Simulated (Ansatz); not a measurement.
# MnO: the cost of one run

Computed with Ansatz 0.2.0 (DFT PBE, scalar-relativistic, plane waves, PAW, unless a step's input says otherwise).

3 further runs of the same task are left out: 2 that didn't finish, 1 set aside as unsound or not needed.

**1. Starting point**

The structure is trigonal, space group R-3m (No. 166). Conventional cell: a = 2.561 Å, b = 2.561 Å, c = 6.329 Å, α = 90.00°, β = 90.00°, γ = 120.00°. Mn (site symmetry -3m) has 6 O at 1.82 Å as nearest neighbours. O (site symmetry -3m) is surrounded by 6 Mn at 1.82 Å.

Coordinates:

```xyz
2
Lattice="1.2804 0.7392 2.1096 -1.2804 0.7392 2.1096 0.0000 -1.4785 2.1096" Properties=species:S:1:pos:R:3 pbc="T T T"
Mn    0.0000    0.0000    3.1644
O     0.0000    0.0000    0.0000
```

Recipe of the guess: close-packed anion layers stacked A|B, with sites between them filled layer by layer (R-3m, No. 166). Lengths come from tabulated atomic sizes and are only a guess.

**2. A first look at the guess**

input.yaml

```yaml
crystal:
  lattice:
    - [1.28041735, 0.7392493, 2.10960235]
    - [-1.28041735, 0.7392493, 2.10960235]
    - [0.0, -1.4784986, 2.10960235]
  atoms:
    - { symbol: Mn, position: [0.5, 0.5, 0.5], spin: 4.0 }
    - { symbol: O, position: [0.0, 0.0, 0.0] }
basis:
  ecutwfc: 420
kpoints:
  mp_grid: { grid: [12, 12, 12] }
hamiltonian:
  xc: pbe
scf:
  occupations: { method: gaussian, width: 0.1 }
  lower_state_search: "off"
output:
  forces: true
  stress: true
  eigenvalues: true
  populations: true
magnetization:
  spin_polarized: true
```

The run is started by

```
$ ansatz run input.yaml --threads 1 --pin off --max-ram 2048MiB --backend cpu --events-out ev --progress --plain --runs-dir out
```

**Question.** How long does this run take on 1 thread of Arm Neoverse V2, shared host, and how much memory does it need?

About 7.6 s, with a peak of 0.33 GiB.
